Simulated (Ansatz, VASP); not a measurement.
**Cross-check of SiHCF (H-SiC-F chair, 1 layer) between VASP and Ansatz**

Aim: how closely do two programs agree when they are given the same cell, functional and k mesh? The structure shown is the start of the Ansatz relaxation below; VASP solves that cell, so the two are compared at the walk's first step.

Main program and level: Ansatz 0.2.0; plane waves, with VASP 6.6.1 beside it; single point at PBE.

## (1) The starting structure

The cell holds 4 atoms: 1 F, 1 C, 1 Si and 1 H. Cell: a = 3.086 Å, b = 3.085 Å, c = 20.373 Å, α = 90.0°, β = 90.0°, γ = 120.0°. Vacuum lies along c.

## (2) Ansatz: relaxation, PBE

Ansatz runs on its default PAW (the set named soft_2) files.

The two programs are compared at the cell with which this relaxation starts, whose forces are those of its first step.

input.yaml reads:

```yaml
crystal:
  lattice:
    - [3.0855, 0.0, 0.0]
    - [-1.54275, 2.6721213834, 0.0]
    - [0.0, 0.0, 20.3733333333]
  atoms:
    - { symbol: F, position: [0.6666666667, 0.3333333333, 0.4172120419] }
    - { symbol: C, position: [0.6666666667, 0.3333333333, 0.4824934555] }
    - { symbol: Si, position: [0.3333333333, 0.6666666667, 0.5130890052] }
    - { symbol: H, position: [0.3333333333, 0.6666666667, 0.5827879581] }
kpoints:
  mp_grid: { grid: [12, 12, 1] }
hamiltonian:
  xc: pbe
scf:
  occupations: { method: fermi_dirac, width: 0.05 }
  convergence: { dr2_threshold: 1.0e-08 }
efield:
  axis: 3
  dipole_correction: true
  ramp_position: 0.97
  ramp_width: 0.04
relax:
  f_tol: 0.01
  cell: { fix: [c, alpha, beta] }
output:
  write_potential: true
  write_density: true
  volumetric_format: npy
```

The run is started by

```bash
$ ansatz run input.yaml --threads 2 --pin off --max-ram 4096MiB --backend cpu --events-out ev --progress --plain --runs-dir out
```

Numbers of over 12 decimals in the logs are rounded to 6 here.

The program printed:

```text
Warning: relax.cell: scf.convergence.dr2_threshold = 1e-8 eV is looser than the 4e-10 eV advised for a relaxation that steers and ends on the stress (1e-10 eV for each atom of the cell: 4). What an SCF threshold leaves in a stress goes as its square root, and in the free energy as the threshold itself, and one threshold admits the most on a small cell: [figures from the program's tests cut] Set scf.convergence.dr2_threshold to 4e-10 eV or tighter. The threshold is an SCF's pass mark: one that does not reach it within its budget of iterations ends unconverged, or closes short of it on a stop that the run arms, and scf.convergence.dr2_threshold's page says what that costs each kind of run
Engine: ansatz 0.2.0, aarch64-unknown-linux-gnu
Pseudopotentials: kind: paw
Pseudopotential: F, paw, valence charge 7, recommended cutoff 420 eV (normal), F.paw.azcp
Pseudopotential: C, paw, valence charge 4, recommended cutoff 420 eV (normal), C.paw.azcp
Pseudopotential: Si, paw, valence charge 4, recommended cutoff 420 eV (normal), Si.paw.azcp
Pseudopotential: H, paw, valence charge 1, recommended cutoff 420 eV (normal), H.paw.azcp
Functional definition: PBE
  parameter kappa = 0.804
  parameter beta = 0.066725
  exchange = pbe_x(kappa = kappa, mu = beta*pi^2/3)
  correlation = pbe_c(beta = beta)
Crystal: 4 atoms, lattice volume = 167.975 Å³
Basis set: ecut = 420 eV, 3297 PW (Γ), exchange–correlation on 48×48×288 points (8 copies of the dense FFT grid, shifted against one another)
Bands: 12, of which v1, the nominal top of the filled ones, is band 8 counted from 1 (7 counted from 0)
Symmetry: 6 space group operations
Space group: P3m1 (ITA 156), of the structure as read, at distance tolerance 5.5e-5 Å
k-points: 19 of 144 (time reversal used)
Non-local potential: F, projectors of the file, l = 0: 2, l = 1: 2, l = 2: 1
Non-local potential: C, projectors of the file, l = 0: 2, l = 1: 2, l = 2: 1
Non-local potential: Si, projectors of the file, l = 0: 2, l = 1: 2, l = 2: 2
Non-local potential: H, projectors of the file, l = 0: 2, l = 1: 1
PAW form: soft (Blöchl's): semilocal exchange-correlation on the pseudo side does not see the compensation charge
PAW one-centre angular grid: F, 110 points (default); XC on 64 Gauss nodes
PAW one-centre angular grid: C, 110 points (default); XC on 64 Gauss nodes
PAW one-centre angular grid: Si, 110 points (default); XC on 64 Gauss nodes
PAW one-centre angular grid: H, 110 points (default); XC on 64 Gauss nodes
Initial density: superposition of atomic densities (neutral atoms: chi_scale 0, normalization atom), corrected by the library's trained network
Initial wavefunctions: pseudopotential atomic-orbital guess
Functional: x = pbe(κ = 0.804, μ = 0.219515), c = pbe(β = 0.066725)
SCF iter   1: F=—  HF=-1709.511548 eV  |F-HF|=—  |Δ(HF+E_count)|=         —  Δρ=5.60e-3  dr2=1.03e-1  ethr=1.77e-3  p=0.052 e·Å  D=5.65e-2 V/Å  ΔV_dip=-1.15 eV  dr2_dipole=1.16e-2  V_vac-E_F(+/−)=3.41/4.56 eV  ⟨swp⟩=8.5  Hψ=1876  notcnv=0
efield: sawtooth ramp at fractional position 0.9700 (set: `efield.ramp_position`, or a place that a band, a saddle search or an elastic batch's reference lends), width 0.0400; the density the first Hamiltonian is built on has a dipole p = 0.052 e·Å; the dipole correction subtracts the counter field D = 5.65e-2 V/Å, which shifts the + side's vacuum level by -1.15 eV against the − side's; the planar-averaged density in the ramp window peaks in size at 1.3e-5 e/Å³
preconditioner: auto → none  [insulator: Δε(μ)=2.570 eV  Ē_g=12.072 eV  σ=0.050 eV  W_gap=1.00  n_scr=10 (ndim 8)  ℏωp=10.7 eV  f_vac=0.707  D(μ)=0.00/eV (n_scr^D=0)  ε∞_Penn≈1.8]
SCF iter   2: F=—  HF=-1709.516986 eV  |F-HF|=—  |Δ(HF+E_count)|=   5.44e-3  Δρ=7.65e-3  dr2=1.48e-1  ethr=6.44e-4  p=0.126 e·Å  D=1.36e-1 V/Å  ΔV_dip=-2.76 eV  dr2_dipole=2.05e-2  V_vac-E_F(+/−)=2.82/5.58 eV  ⟨swp⟩=3.5  Hψ=685  notcnv=0
SCF iter   3: F=—  HF=-1709.484792 eV  |F-HF|=—  |Δ(HF+E_count)|=   3.22e-2  Δρ=1.77e-3  dr2=2.56e-3  ethr=6.44e-4  p=0.086 e·Å  D=9.26e-2 V/Å  ΔV_dip=-1.89 eV  dr2_dipole=5.27e-7  V_vac-E_F(+/−)=3.31/5.19 eV  ⟨swp⟩=3.2  Hψ=522  notcnv=0
SCF iter   4: F=—  HF=-1709.485039 eV  |F-HF|=—  |Δ(HF+E_count)|=   2.48e-4  Δρ=6.16e-4  dr2=4.65e-4  ethr=1.60e-5  p=0.089 e·Å  D=9.56e-2 V/Å  ΔV_dip=-1.95 eV  dr2_dipole=1.57e-5  V_vac-E_F(+/−)=3.34/5.29 eV  ⟨swp⟩=2.4  Hψ=498  notcnv=0
SCF iter   5: F=—  HF=-1709.485200 eV  |F-HF|=—  |Δ(HF+E_count)|=   1.61e-4  Δρ=1.08e-4  dr2=1.30e-5  ethr=2.91e-6  p=0.088 e·Å  D=9.50e-2 V/Å  ΔV_dip=-1.94 eV  dr2_dipole=4.12e-7  V_vac-E_F(+/−)=3.39/5.33 eV  ⟨swp⟩=2.8  Hψ=405  notcnv=0
[...]
iter 1 solved again at ethr=8.34e-7 eV; its pass at ethr=3.10e-3 eV (dr2=1.34e-4 eV) is discarded
SCF iter   1: F=—  HF=-1709.739283 eV  |F-HF|=—  |Δ(HF+E_count)|=         —  Δρ=3.69e-5  dr2=1.06e-7  ethr=8.34e-7  p=0.113 e·Å  D=1.16e-1 V/Å  ΔV_dip=-2.36 eV  dr2_dipole=9.30e-11  V_vac-E_F(+/−)=3.84/6.20 eV  ⟨swp⟩=3.7  Hψ=2524  notcnv=0
efield: sawtooth ramp at fractional position 0.9700 (set: `efield.ramp_position`, or a place that a band, a saddle search or an elastic batch's reference lends), width 0.0400; the density the first Hamiltonian is built on has a dipole p = 0.113 e·Å; the dipole correction subtracts the counter field D = 1.16e-1 V/Å, which shifts the + side's vacuum level by -2.36 eV against the − side's; the planar-averaged density in the ramp window peaks in size at 6.3e-6 e/Å³
eigensolver tolerance schedule: the retry pair's looser diagonalisation over-reported the residual by 1263.35 of it (diagonalisation noise at 0.52 of the residual, at the tolerance the schedule requests for it); recorded, not acted on — ethr = c·dr2/N_el stays at c = 1.0e-1
preconditioner: auto → none  [insulator: Δε(μ)=2.693 eV  Ē_g=11.217 eV  σ=0.050 eV  W_gap=1.00  n_scr=10 (ndim 8)  ℏωp=10.5 eV  f_vac=0.707  D(μ)=0.00/eV (n_scr^D=0)  ε∞_Penn≈1.9]
SCF iter   2: F=—  HF=-1709.739508 eV  |F-HF|=—  |Δ(HF+E_count)|=   2.25e-4  Δρ=1.80e-5  dr2=3.44e-8  ethr=6.60e-10  p=0.113 e·Å  D=1.16e-1 V/Å  ΔV_dip=-2.36 eV  dr2_dipole=1.41e-9  V_vac-E_F(+/−)=3.84/6.20 eV  ⟨swp⟩=3.4  Hψ=522  notcnv=0
SCF iter   3: F=—  HF=-1709.739594 eV  |F-HF|=—  |Δ(HF+E_count)|=   8.60e-5  Δρ=8.21e-6  dr2=3.58e-8  ethr=2.15e-10  p=0.113 e·Å  D=1.16e-1 V/Å  ΔV_dip=-2.36 eV  dr2_dipole=5.02e-9  V_vac-E_F(+/−)=3.84/6.20 eV  ⟨swp⟩=3.4  Hψ=459  notcnv=0
iter 4 met the thresholds in force, and the SCF goes on: an eigenvalue changes by 47.53 meV, over its tolerance of 3.16 meV (output.eigenvalues, Limitations)
SCF iter   4: F=-1709.739629 eV  HF=-1709.739622 eV  |F-HF|=7.50e-6  |Δ(HF+E_count)|=   2.83e-5  Δρ=2.54e-6  dr2=4.12e-9  ethr=6.25e-11  p=0.113 e·Å  D=1.16e-1 V/Å  ΔV_dip=-2.36 eV  dr2_dipole=7.69e-10  V_vac-E_F(+/−)=3.84/6.20 eV  ⟨swp⟩=11.8  Hψ=1987  notcnv=0
iter 5 met the thresholds in force, and the SCF goes on: an eigenvalue changes by 11.41 meV, over its tolerance of 3.16 meV (output.eigenvalues, Limitations)
SCF iter   5: F=-1709.739629 eV  HF=-1709.739628 eV  |F-HF|=1.08e-6  |Δ(HF+E_count)|=   6.43e-6  Δρ=6.22e-7  dr2=1.72e-10  ethr=2.57e-11  p=0.113 e·Å  D=1.16e-1 V/Å  ΔV_dip=-2.36 eV  dr2_dipole=1.38e-11  V_vac-E_F(+/−)=3.84/6.20 eV  ⟨swp⟩=10.1  Hψ=1797  notcnv=0
Mixer restart at iter 5: flushing history
SCF iter   6: F=-1709.739629 eV  HF=-1709.739629 eV  |F-HF|=8.40e-10  |Δ(HF+E_count)|=   1.08e-6  Δρ=5.83e-7  dr2=7.99e-10  ethr=1.08e-12  p=0.113 e·Å  D=1.16e-1 V/Å  ΔV_dip=-2.36 eV  dr2_dipole=9.34e-11  V_vac-E_F(+/−)=3.84/6.20 eV  ⟨swp⟩=7.9  Hψ=1633  notcnv=0
SCF 9 converged in 6 iterations: F = -1709.739629 eV  dr2 = 7.99e-10
relax step   9: F+E_penalty+E_count = -1709.73962946 eV  Δ(F+E_penalty+E_count) = -4.291e-4 eV  max|allowed force component| = 2.238e-3 eV/Å  Δτ_max = 0.0000 Å  P = +0.010 GPa  Ω = 176.022 Å³  fix = [c, alpha, beta]  reactions: c +0.002 GPa  stress off target by 1.38e-2 GPa on what of the cell is left free  SCF on the basis re-selected at this cell (its energy is not comparable with the rows above)  (6 SCF iters)
basis re-selected at this cell: Δ(F+E_penalty+E_count) = -4.291e-4 eV, ΔP = +0.002 GPa vs the last step (what re-selecting the basis moved, of the pressure what is left beyond the Pulay correction that the steps carried, after the strain that the cell walked since its last selection, with what the two solves' SCF thresholds leave and, on support functions, any second-order correction that the steps lacked; it is no m [...]
WARN: The output density's exchange-correlation potential varies sharply where the density is thin. Do not read a vacuum level from v_tot or v_xc, or from such a field of the output density. On a cell that repeats whose density bears no net charge and no dipole along the vacuum's axis use v_es (v_loc + v_h of the components); under efield.dipole_correction with no amplitude use v_es + v_field, which holds any externa [...]
SCF converged after 6 iterations
an eigenvalue changed by more than its tolerance at an iteration that met the thresholds in force, so the SCF went on 2 times, its first undamped step at iteration 5: the last check found none over its tolerance
Free energy (F): -1709.739629 eV
Harris-Foulkes:  -1709.739629 eV  (|F-HF|=8.40e-10)
Internal energy: -1709.739629 eV  (E = F + TS)
E sigma→0 (E₀):  -1709.739629 eV
Fermi energy:    -2.459155 eV
Dipole field:    D = 0.116016 V/Å  (p = 0.112856 e·Å, saw-weighted, corrected)
Work function:   Φ+ = 3.8360 eV   Φ− = 6.1997 eV
Levels:          The Fermi level and band energies are counted from a zero that moves with the ramp; work functions are not
--- Per-component energies (eV) ---
  E_band       = -184.863991
  E_kinetic    = 349.706951
  E_local      = -6768.474317  (includes V_loc(G=0)·N_el)
  E_nonlocal   = 127.145426
  E_hartree    = 3200.183636
  E_xc         = -191.460709
  E_vxc        = -219.391714  (∫ρ·V_xc dr)
  E_paw        = -812.506061  (= ΣΔE_a)
  E_vpaw       = -75.117316  (= ΣTr[D̂ρ^β])
  E_aug_tail   = 0.000806  (compensation charges beyond the density's cutoff)
  E_efield     = 0.006547  (sawtooth field / dipole correction)
  E_vefield    = 0.899753  (∫n·V_field dr)
  E_ewald      = 2385.658091
  E_smearing   = -0.000000  (= −TS)
  E_closure    = -0.000000  (closes the sum)
  Σ components = -1709.739629   (vs F -1709.739629, Δ=0.00e0)
--- Forces (eV/Å), atoms counted from 1 ---
  atom   1  F     -0.00000000    -0.00000000     0.00035007
  atom   2  C     -0.00000000     0.00000000    -0.00033446
  atom   3  Si     0.00000000    -0.00000000    -0.00223605
  atom   4  H      0.00000000     0.00000000     0.00222781
  max |Σ_I F_I| component: 7.37e-6 eV/Å
--- Stress (GPa, compression-positive) ---
        0.013760      -0.000000      -0.000000
        0.000000       0.013760      -0.000000
       -0.000000      -0.000000       0.002139
  P = ⅓ Tr σ = 0.0099 GPa (0.099 kbar)
--- Band table (eV; the first three rows and the last of 19) ---
  k-point 0: bands = [... 4 lower, -8.1117, -7.9908, -3.8286, -3.8286, -1.1365, 0.7303, 2.0019, 3.0957]
  k-point 1: bands = [... 4 lower, -8.1491, -7.9076, -4.2527, -3.9414, -0.8779, 0.8875, 2.1451, 2.8474]
  k-point 2: bands = [... 4 lower, -8.2500, -7.8446, -5.0931, -4.2118, -0.4191, 1.1576, 2.2528, 2.6758]
  k-point 18: bands = [... 4 lower, -9.7242, -8.3423, -6.6665, -5.7097, 1.1649, 1.1863, 3.9766, 5.0025]
--- Relaxed structure (7 steps of the walk, 7 accepted, 2 SCFs on fresh bases) ---
  F+E_penalty+E_count = -1709.73962946 eV   max|allowed force component| = 2.238e-3 eV/Å   (the final SCF, on the basis selected at the relaxed cell)
  cell:  # Å, volume = 176.0223 Å³
    - [3.158548, 0.0, 0]
    - [-1.579274, 2.735383, 0]
    - [0, 0, 20.3733333333]
  atoms:
    - { symbol: F, position: [0.666667, 0.333333, 0.413527] }
    - { symbol: C, position: [0.666667, 0.333333, 0.483610] }
    - { symbol: Si, position: [0.333333, 0.666667, 0.512433] }
    - { symbol: H, position: [0.333333, 0.666667, 0.586012] }
```

Reading the cycles: dr2 is the Hartree energy of the density residual (eV), the measure of convergence; HF is the Harris–Foulkes estimate of the energy, which meets the free energy F at convergence.

(Part 1 of 2 ends here.)

[Lines on the potential files, build, host, timing and source positions are cut from VASP's logs without a mark.]

[Logs are printed without paths, hosts, clocks, repeated set-up lines and the standing remarks that a program may print on its own settings, such as how far it seeks lower states.]

[Hosts, paths, dates, database ids (printed as entryN), source tags and the programs' standing remarks are cut or masked in the printed files.]
